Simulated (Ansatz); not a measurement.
# CrCuO2 (R-3m) in Ansatz: band structure with HSEsol

Aim: the band structure of CrCuO2 with HSEsol.

All numbers are computed with Ansatz 0.2.0; they aren't measurements. Logs are shortened: lines on timing, memory, paths and dates and some standing lists are left out, and cuts for length are marked.

## 1. Starting point

The structure is trigonal, space group R-3m (No. 166). Conventional cell: a = 2.973 Å, b = 2.973 Å, c = 17.100 Å, α = 90.00°, β = 90.00°, γ = 120.00°. Around Cu (site symmetry -3m) lie 2 O at 1.85 Å. Around Cr (site symmetry -3m) lie 6 O at 1.99 Å. Around O (site symmetry 3m) lie 1 Cu at 1.85 Å and 3 Cr at 1.99 Å.

## 2. Band structure, HSEsol, collinear spin, ferromagnetic start

Input file input.yaml:

```yaml
crystal:
  lattice:
    - [1.4867, 0.8583466452, 5.7]
    - [-1.4867, 0.8583466452, 5.7]
    - [0.0, -1.7166932904, 5.7]
  atoms:
    - { symbol: Cu, position: [0.0, 0.0, 0.0], spin: 0.6 }
    - { symbol: Cr, position: [0.5, 0.5, 0.5], spin: 3.0 }
    - { symbol: O, position: [0.89208, 0.89208, 0.89208] }
    - { symbol: O, position: [0.10792, 0.10792, 0.10792] }
hamiltonian:
  xc:
    exchange: hjs_pbesol
    correlation: pbesol
    exx: { coeff: 0.25, omega: 0.207 }
  pseudopotentials: { kind: paw }
magnetization:
  spin_polarized: true
kpoints:
  mp_grid: { grid: [5, 5, 5] }
  band_path:
    path:
      - [[0.0, 0.0, 0.0], [0.5, 0.0, 0.0], [0.5, 0.1817843226, -0.1817843226]]
      - [[0.8182156774, 0.5, 0.1817843226], [0.5, 0.5, 0.5], [0.0, 0.0, 0.0], [0.3408921613, 0.0, -0.3408921613]]
      - [[0.6591078387, 0.3408921613, 0.0], [0.5, 0.5, 0.0], [0.6591078387, 0.6591078387, 0.1817843226], [0.5, 0.5, 0.5]]
      - [[0.5, 0.0, 0.0], [0.8182156774, 0.3408921613, 0.3408921613]]
    npoints: 4
scf:
  occupations: { method: fermi_dirac, width: 0.05 }
  n_extra_bands: 10
output:
  forces: true
  stress: true
  eigenvalues: true
  fatbands: false
```

Potentials or basis: Ansatz PAW.

Launch:

```console
$ ansatz run input.yaml --threads 2 --pin off --max-ram 5632MiB --backend cpu --events-out ev --progress --plain --runs-dir out
```

The log of the run:

```text
Warning: output.stress: scf.convergence.dr2_threshold = 1e-7 eV (the SCF's general default) is looser than the 4e-10 eV advised for a printed stress (1e-10 eV for each atom of the cell: 4). What an SCF threshold leaves in a stress goes as its square root, and in the free energy as the threshold itself, and one threshold admits the most on a small cell: of the crystals measured, under no hybrid functional and no lock of the moments, on runs that ended without the residual-converged pass, on stresses that held no estimate of that error, the worst erred by over 100 MPa in a component at 1e-7 eV an atom and by under 5 at 1e-10. Set scf.convergence.dr2_threshold to 4e-10 eV or tighter. The threshold is an SCF's pass mark: one that does not reach it within its budget of iterations ends unconverged, or closes short of it on a stop that the run arms, and scf.convergence.dr2_threshold's page says what that costs each kind of run
Warning: output.stress: scf.exx.energy_threshold = 1e-6 eV is looser than the 4e-8 eV advised for a stress under a hybrid functional (1e-8 eV for each atom of the cell: 4). Every SCF of the exchange loop can meet its threshold on dr2 while the loop round them stops early: no threshold on dr2 bounds what that leaves in the stress. Set scf.exx.energy_threshold to 4e-8 eV or tighter. The threshold is the loop's pass mark: a loop that does not reach it within its budget of cycles ends unconverged, and scf.exx.energy_threshold's page has the law
Warning: RAYON_NUM_THREADS=2 ignored (pool sized by the plan → 2); use --threads N
basis.fft_grid_basis auto: the FFT boxes are laid along the combinations [[1, 0, -1], [0, 1, -1], [0, 0, 1]] of the cell's own vectors, 2.973, 2.973 and 5.953 Å long. The dense box has 20×20×40 points. Along the cell's own vectors, as sized, it would have 40×40×40, 4.00 times as many. Of the 12 symmetry operations that the crystal satisfies within crystal.symmetry.tolerance (time reversal apart; of a slab, those that keep its plane) the dense box along the cell's own vectors carries 12, and the one as laid loses 8 of those. basis.fft_grid_basis: typed keeps the cell's own vectors: state it where this run's energies or levels are differenced outside the engine with another run's, or held beside a run that keeps those vectors.
scf.n_extra_bands = 10 over 23 filled bands (N_el = 45.0): the run solves 33 bands
Engine: ansatz 0.2.0, x86_64-unknown-linux-gnu
Pseudopotentials: kind: paw
Pseudopotential: Cu, paw, valence charge 19, recommended cutoff 420 eV (normal), Cu.paw.azcp
Pseudopotential: Cr, paw, valence charge 14, recommended cutoff 420 eV (normal), Cr.paw.azcp
Pseudopotential: O, paw, valence charge 6, recommended cutoff 420 eV (normal), O.paw.azcp
Functional definition: unnamed
  parameter a_1 = 0.25
  parameter omega_1 = 0.207/angstrom
  exchange = pbe_x(mu = 0.12345679012345678) + (-a_1)*hjs_pbesol_x_sr(omega_1) + a_1*exact_x_sr(omega_1)
  correlation = pbe_c(beta = 0.046)
Crystal: 4 atoms, lattice volume = 43.643 Å³
Basis set: ecut = 420 eV, 817 PW (Γ), FFT grids on a1−a3, a2−a3, a3, exchange–correlation on 40×40×80 points (8 copies of the dense FFT grid, shifted against one another)
Bands: 33, of which v1, the nominal top of the filled ones, is band 23 counted from 1 (22 counted from 0)
Symmetry: 12 space group operations
Space group: R-3m (ITA 166), of the structure as read, at distance tolerance 3.5e-5 Å
Magnetic group: BNS 166.97 (UNI 1327), of the structure as read, at distance tolerance 3.5e-5 Å
k-points: 19 of 125
Non-local potential: Cu, projectors of the file, l = 0: 3, l = 1: 2, l = 2: 3, l = 3: 1
Non-local potential: Cr, projectors of the file, l = 0: 3, l = 1: 2, l = 2: 3, l = 3: 1
Non-local potential: O, projectors of the file, l = 0: 2, l = 1: 2, l = 2: 1
PAW form: soft (Blöchl's): semilocal exchange-correlation on the pseudo side does not see the compensation charge
PAW frozen core: Cu, regenerated for the run's functional, and the local potential with it (the file was generated under x = pbe(κ = 0.804, μ = 0.2195149727645171), c = pbe(β = 0.06672455060314922))
PAW frozen core: Cr, regenerated for the run's functional, and the local potential with it (the file was generated under x = pbe(κ = 0.804, μ = 0.2195149727645171), c = pbe(β = 0.06672455060314922))
PAW frozen core: O, regenerated for the run's functional, and the local potential with it (the file was generated under x = pbe(κ = 0.804, μ = 0.2195149727645171), c = pbe(β = 0.06672455060314922))
PAW one-centre angular grid: Cu, 590 points (default); XC on 64 Gauss nodes
PAW one-centre angular grid: Cr, 590 points (default); XC on 64 Gauss nodes
PAW one-centre angular grid: O, 110 points (default); XC on 64 Gauss nodes
Initial density: superposition of atomic densities (chi_scale 0.1, normalization cell, long waves kept (reshape's long-wave potential 0.32 eV rms))
Starting moments: Σ|m| = 3.6 μB on 2 of 4 sites
Initial wavefunctions: pseudopotential atomic-orbital guess
Functional: x = pbesol(κ = 0.804, μ = 0.12345679012345678), c = pbesol(β = 0.046), warm-up for x = hjs_pbesol + 0.25 (exact − hjs_pbesol) at short range (ω = 0.207 Å⁻¹), c = pbesol(β = 0.046)
iter 1 solved again at ethr=3.37e-3 eV; its pass at ethr=1.00e-1 eV (dr2=1.51e0 eV) is discarded
SCF iter   1: F=—  HF=-11059.640517 eV  |F-HF|=—  |Δ(HF+E_count)|=         —  Δρ=6.15e-2 (↑6.15e-2 ↓5.42e-2)  dr2=1.51e0  dr2_m=9.44e-1  M=2.990 μB ∫|m|=3.072 μB  β_m=0.30  ethr=3.37e-3  ⟨swp⟩=4.1  Hψ=6515  notcnv=0
preconditioner: auto → none  [insulator: Δε(μ)=0.360 eV  Ē_g=13.600 eV  σ=0.050 eV  W_gap=0.93  n_scr=16 (ndim 8)  ℏωp=30.3 eV  f_vac=0.000  D(μ)=0.20/eV (n_scr^D=0)]
[... 49 lines left out ...]
Frozen-core exchange: fock
SCF iter   1: F=—  HF=-11081.658669 eV  |F-HF|=—  |Δ(HF+E_count)|=         —  Δρ=4.43e-6 (↑4.43e-6 ↓1.96e-6)  dr2=1.04e-8  dr2_m=1.23e-9  M=3.000 μB ∫|m|=3.096 μB  β_m=0.30  ethr=2.05e-9  ⟨swp⟩=5.5  Hψ=2865  notcnv=0
preconditioner: auto → none  [insulator: Δε(μ)=3.269 eV  Ē_g=16.027 eV  σ=0.050 eV  W_gap=1.00  n_scr=16 (ndim 8)  ℏωp=30.3 eV  f_vac=0.016  D(μ)=0.00/eV (n_scr^D=0)]
SCF iter   2: F=—  HF=-11081.658669 eV  |F-HF|=—  |Δ(HF+E_count)|=   6.96e-9  Δρ=3.51e-6 (↑3.51e-6 ↓1.21e-6)  dr2=2.81e-9  dr2_m=1.03e-9  M=3.000 μB ∫|m|=3.096 μB  β_m=0.40  ethr=1.95e-11  ⟨swp⟩=3.4  Hψ=2809  notcnv=0  defer=6
SCF iter   3: F=—  HF=-11081.658669 eV  |F-HF|=—  |Δ(HF+E_count)|=  6.00e-11  Δρ=1.70e-6 (↑1.70e-6 ↓1.27e-6)  dr2=6.96e-10  dr2_m=3.93e-10  M=3.000 μB ∫|m|=3.096 μB  β_m=0.49  ethr=5.97e-12  ⟨swp⟩=3.4  Hψ=2511  notcnv=0  defer=6
SCF iter   4: F=—  HF=-11081.658669 eV  |F-HF|=—  |Δ(HF+E_count)|=  5.82e-11  Δρ=9.37e-7 (↑9.37e-7 ↓4.31e-7)  dr2=1.53e-10  dr2_m=1.31e-10  M=3.000 μB ∫|m|=3.096 μB  β_m=0.55  ethr=1.81e-12 (applied; sched 1.48e-12)  ⟨swp⟩=3.3  Hψ=2482  notcnv=0  defer=8
SCF iter   5: F=-11081.658669 eV  HF=-11081.658669 eV  |F-HF|=1.09e-11  |Δ(HF+E_count)|=  3.09e-11  Δρ=2.66e-7 (↑2.66e-7 ↓2.30e-7)  dr2=1.81e-11  dr2_m=2.10e-11  M=3.000 μB ∫|m|=3.096 μB  ethr=1.41e-12 (applied; sched 1.00e-12)  ⟨swp⟩=2.3  Hψ=2126  notcnv=0
SCF 4 converged in 5 iterations: F = -11081.658669 eV  dr2 = 1.81e-11
  Residual-converged pass: ⟨swp⟩=3.0  Hψ=2264  notcnv=0  max |occ|·‖R‖ = 2.7e-7 eV (tolerance 2.7e-7 eV)  dr2=1.95e-11  dr2_m=2.12e-11  dr2_onsite=1.01e-11  max |Δocc| = 4.9e-25
hybrid outer 3: dexx = +1.079e-8 eV, tail = 1.86e-10 eV, Δε = 3.22e-4 eV (about 1.36e-5 eV left of the loop's levels), ΔF = 3.61e-4 eV/Å (tail 7.14e-5)
NSCF: frozen V_eff on 40 k-points
this state was not tested for a lower state beside it, because the functional holds exact exchange (a hybrid, or Hartree-Fock), whose exchange loop this test does not read (fock_operator); the stability check (scf.self_checks: high) cannot read this state: a pseudopotential is PAW: the check reads norm-conserving sets alone
hybrid SCF converged: 3 outer / 21 inner (+11 warm-up), last move |dexx| = 1.08e-8 eV, tail = 1.86e-10 eV
Magnetization: 3.0000 μB (24.0000 up, 21.0000 down)
Absolute magnetization: 3.0972 μB (∫|ρ↑−ρ↓|, with the PAW one-centre terms)
Spin contamination: 0.0201 ħ² per cell (⟨S²⟩ above its minimum at these occupations)
Per-site moments (μB) at R_I (Å): [(0.0007698927628584243, 0.7612407000000001), (2.479918881101417, 0.8204699369890263), (-0.004793081332030947, 0.7612407000000003), (-0.004793081332030523, 0.7612407000000001)]
Free energy (F): -11081.658669 eV
Frozen-core exchange: fock
Harris-Foulkes:  -11081.658669 eV  (|F-HF|=1.09e-11)
Internal energy: -11081.658669 eV  (E = F + TS)
E sigma→0 (E₀):  -11081.658669 eV
Fermi energy:    12.082251 eV
--- Per-component energies (eV) ---
  E_band       = -795.450220
  E_kinetic    = 991.910972
  E_local      = -6920.856525  (includes V_loc(G=0)·N_el)
  E_nonlocal   = 584.141405
  E_hartree    = 2971.659931
  E_xc         = -296.635623
  E_vxc        = -377.602282  (∫ρ·V_xc dr)
  E_exx        = -204.574439  (= α·E_x^exact, valence–valence)
  E_paw        = -3001.746920  (= ΣΔE_a)
  E_vpaw       = -607.219981  (= ΣTr[D̂ρ^β])
  E_aug_tail   = 0.005458  (compensation charges beyond the density's cutoff)
  E_ewald      = -5205.410481
  E_core_change = -0.152448  (= ΣΔE_core)
  E_smearing   = -0.000000  (= −TS)
  E_closure    = 0.000000  (closes the sum)
  Σ components = -11081.658669   (vs F -11081.658669, Δ=0.00e0)
--- Forces (eV/Å), atoms counted from 1 ---
  atom   1  Cu     0.00000000     0.00000000     0.00000000
  atom   2  Cr    -0.00000000     0.00000000    -0.00000000
  atom   3  O     -0.00000000     0.00000000    -0.20248962
  atom   4  O      0.00000000    -0.00000000     0.20248962
  max |Σ_I F_I| component: 5.55e-17 eV/Å
--- Stress (GPa, compression-positive) ---
       -3.702873       0.000000       0.000000
        0.000000      -3.702873      -0.000000
        0.000000      -0.000000      -8.369566
  P = ⅓ Tr σ = -5.2584 GPa (-52.584 kbar)
--- Band table (eV; the first three rows and the last of 38) ---
  k-point 0 ↑: bands = ["-106.1111", "-67.1127", "-62.1587", "-61.9534", "-61.9534", "-37.0610", "-36.9836", "-36.9836", "-11.2200", "-9.5663", "1.8030", "4.4109", "4.4109", "6.5602", "6.5781", "7.7936", "7.7936", "7.8192", "7.8192", "7.9641", "7.9641", "8.5830", "8.5830", "8.8460", "14.3897", "15.3913", "15.3913", "18.7930", "21.0862", "24.9104", "29.5032", "29.5032", "30.3633"]
  k-point 1 ↑: bands = ["-106.1108", "-67.1054", "-62.1588", "-61.9587", "-61.9550", "-37.0524", "-37.0469", "-36.9982", "-10.8170", "-9.6179", "2.3898", "3.6795", "4.7449", "5.5280", "6.6813", "6.8588", "7.3481", "7.9151", "8.0250", "8.1580", "8.2089", "8.8528", "9.0718", "9.2267", "14.4730", "14.9947", "15.2548", "20.3729", "21.8565", "24.4940", "26.1210", "26.8483", "27.6971"]
  k-point 2 ↑: bands = ["-106.1101", "-67.0935", "-62.1589", "-61.9672", "-61.9574", "-37.1593", "-37.0271", "-37.0217", "-10.0719", "-9.7384", "2.7775", "3.4323", "4.5381", "5.1928", "5.7762", "5.9889", "7.3162", "8.2744", "8.3716", "8.4881", "8.5365", "9.0715", "9.0919", "9.8478", "14.5545", "15.1741", "15.1837", "19.0638", "22.4835", "24.2086", "24.6176", "25.7154", "26.4614"]
  k-point 18 ↓: bands = ["-106.1126", "-63.3490", "-62.1607", "-61.9629", "-61.9592", "-33.0606", "-32.9918", "-32.9054", "-10.5938", "-9.7617", "3.8026", "4.1122", "5.4697", "5.6933", "6.0894", "6.5377", "7.4498", "8.0268", "8.1469", "8.7460", "8.9960", "14.3266", "15.0894", "15.4266", "15.8436", "16.8414", "17.2633", "19.5811", "23.3343", "24.7112", "26.4868", "27.7494", "28.4529"]
```

It took 25 min on 2 threads of Intel Xeon at 2.50GHz (Skylake/Cascade Lake), shared host; peak memory 1.5 GiB.

What came out:

| Item | Value |
| --- | --- |
| Free energy | -11081.6587 eV |
| Pressure | -5.3 GPa |
| Largest force | 0.202 eV/Å |
| Band gap on the k mesh | 3.27 eV, indirect (least direct gap 3.74 eV) |
| Band gap along the path | 3.17 eV, indirect (least direct gap 3.36 eV) |
| Net moment | 3.00 μB per cell |
| Absolute moment | 3.10 μB per cell |
| Site moments | Cu +0.00; Cr +2.48; O -0.00 μB |

Forces in eV/Å, atoms in the order of the input:
```
Cu   0.000  0.000  0.000
Cr   0.000  0.000  0.000
O    0.000  0.000 -0.202
O    0.000  0.000  0.202
```

Levels at the corners of the path, in eV from the valence-band top:
Spin up:
| point | band 20 | band 21 | band 22 | band 23 | band 24 | band 25 | band 26 | band 27 | band 28 | band 29 |
| --- | --- | --- | --- | --- | --- | --- | --- | --- | --- | --- |
| Γ | -2.49 | -2.49 | -1.87 | -1.87 | -1.61 | 3.94 | 4.94 | 4.94 | 8.34 | 10.63 |
| L | -1.85 | -1.74 | -1.71 | -1.43 | -0.22 | 4.12 | 4.73 | 4.75 | 7.84 | 12.76 |
| B1 | -2.17 | -2.10 | -1.39 | -1.23 | 0.00 | 4.33 | 4.37 | 6.42 | 7.33 | 10.93 |
| B | -2.17 | -2.10 | -1.39 | -1.23 | 0.00 | 4.33 | 4.37 | 6.42 | 7.33 | 10.93 |
| Z | -2.29 | -2.29 | -1.21 | -1.21 | -1.08 | 4.75 | 4.75 | 5.23 | 6.93 | 10.34 |
| Γ | -2.49 | -2.49 | -1.87 | -1.87 | -1.61 | 3.94 | 4.94 | 4.94 | 8.34 | 10.63 |
| X | -2.18 | -2.01 | -1.45 | -1.17 | -0.01 | 4.32 | 4.34 | 6.73 | 7.05 | 10.86 |
| Q | -2.18 | -2.01 | -1.45 | -1.17 | -0.01 | 4.32 | 4.34 | 6.73 | 7.05 | 10.86 |
| F | -2.12 | -1.85 | -1.68 | -1.28 | -0.05 | 4.31 | 4.38 | 4.94 | 8.85 | 10.96 |
| P1 | -2.08 | -1.85 | -1.64 | -1.33 | -0.10 | 4.20 | 4.48 | 4.87 | 8.66 | 11.36 |
| Z | -2.29 | -2.29 | -1.21 | -1.21 | -1.08 | 4.75 | 4.75 | 5.23 | 6.93 | 10.34 |
| L | -1.85 | -1.74 | -1.71 | -1.43 | -0.22 | 4.12 | 4.73 | 4.75 | 7.84 | 12.76 |
| P | -2.08 | -1.85 | -1.64 | -1.33 | -0.10 | 4.20 | 4.48 | 4.87 | 8.66 | 11.36 |
Spin down:
| point | band 18 | band 19 | band 20 | band 21 | band 22 | band 23 | band 24 | band 25 |
| --- | --- | --- | --- | --- | --- | --- | --- | --- |
| Γ | -2.54 | -2.54 | -2.08 | -2.08 | 3.50 | 4.38 | 4.38 | 5.58 |
| L | -1.91 | -1.85 | -1.70 | -0.19 | 3.17 | 4.92 | 5.48 | 5.76 |
| B1 | -2.36 | -2.12 | -1.84 | -0.22 | 4.57 | 5.15 | 5.28 | 6.01 |
| B | -2.36 | -2.12 | -1.84 | -0.22 | 4.57 | 5.15 | 5.28 | 6.01 |
| Z | -2.53 | -2.53 | -1.22 | -1.22 | 4.37 | 4.37 | 5.21 | 5.29 |
| Γ | -2.54 | -2.54 | -2.08 | -2.08 | 3.50 | 4.38 | 4.38 | 5.58 |
| X | -2.38 | -2.13 | -1.83 | -0.22 | 4.56 | 5.18 | 5.27 | 5.97 |
| Q | -2.38 | -2.13 | -1.83 | -0.22 | 4.56 | 5.18 | 5.27 | 5.97 |
| F | -2.30 | -1.97 | -1.85 | -0.38 | 4.01 | 4.45 | 5.46 | 5.50 |
| P1 | -2.13 | -1.88 | -1.85 | -0.33 | 3.58 | 4.73 | 5.47 | 5.49 |
| Z | -2.53 | -2.53 | -1.22 | -1.22 | 4.37 | 4.37 | 5.21 | 5.29 |
| L | -1.91 | -1.85 | -1.70 | -0.19 | 3.17 | 4.92 | 5.48 | 5.76 |
| P | -2.13 | -1.88 | -1.85 | -0.33 | 3.58 | 4.73 | 5.47 | 5.49 |

Caveat: the k mesh is coarse (spacing up to 0.49 Å⁻¹), so the values aren't converged, least of all with exact exchange; the magnetic or orbital state may not be the lowest; the k mesh misses the band edges, so the gap on the mesh is wider than the one along the path; the pressure holds a Pulay correction of +0.6 GPa for the finite cutoff; only a ferromagnetic start was run, and an antiferromagnetic order may lie lower in energy; the PAW data sets come from PBE, with cores solved anew for the run's functional, which leaves a small shift of forces and pressure; the thresholds are loose for stress.
